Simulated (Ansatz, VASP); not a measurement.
## H3OF in VASP and in Ansatz

```xyz
25
Lattice="6.3496 0.0000 0.0000 0.0000 6.3496 0.0000 0.0000 0.0000 6.3496" Properties=species:S:1:pos:R:3 pbc="T T T"
F     1.8864    0.4212    6.1289
F     3.6092   -0.3423    4.5597
F     5.3994    1.3523    6.7742
F     6.0028    1.9404    4.5005
F     3.3836    2.0964    1.7549
H     2.5708    0.1817    5.4741
H     3.3339   -0.5113    3.5637
H     5.6386    1.5865    5.8383
H     6.0631    1.0596    3.8295
H     4.1373    1.9947    1.1620
H     0.5316    3.5608    4.3937
H     1.1721    4.6210    5.3354
H     0.2966    4.0256    1.0067
H     1.5875    3.0998    1.2650
H     4.3709    4.8667    7.4889
H     4.7820    4.7988    5.9963
H     6.3501    6.4400    2.1988
H     6.5787    5.5936    3.5938
H     2.8778    6.5298    1.7911
H     2.2804    5.0637    1.9500
O     0.9228    4.4625    4.4026
O     1.2823    4.0165    1.1264
O     5.0177    4.4538    6.8763
O     6.0928    6.3625    3.1337
O     3.0322    5.6667    2.2336
```

Alike in both runs: functional PBE; dispersion D3(BJ); k mesh 1 × 1 × 1; occupations fermi-dirac, width 0.05 eV; no spin polarisation.

Ansatz relaxed the structure, and its values are those at the end. VASP's run is a single point on that final structure, the one shown.

|  | VASP | Ansatz |
| --- | --- | --- |
| version | VASP 6.6.1 | Ansatz 0.2.0 |
| potentials or method | VASP PAW PBE potentials, release 64 (F, H, O) | scalar-relativistic, plane waves, PAW |
| plane-wave cutoff (eV) | 520 | 420 |
| valence electrons in the cell | 80 | 80 |

```tsv
	VASP	Ansatz	Ansatz less VASP
gap on the k mesh at the Fermi level (eV)	5.36	5.37	+0.012
rms of the force components (eV/Å)	0.114	0.081	-0.0330
dispersion energy (meV/atom)	-32.7	-32.7	0.00
```

Ansatz warned: «xc_potential_rough_in_thin_density».

As with any semilocal functional, this PBE gap is likely too small.
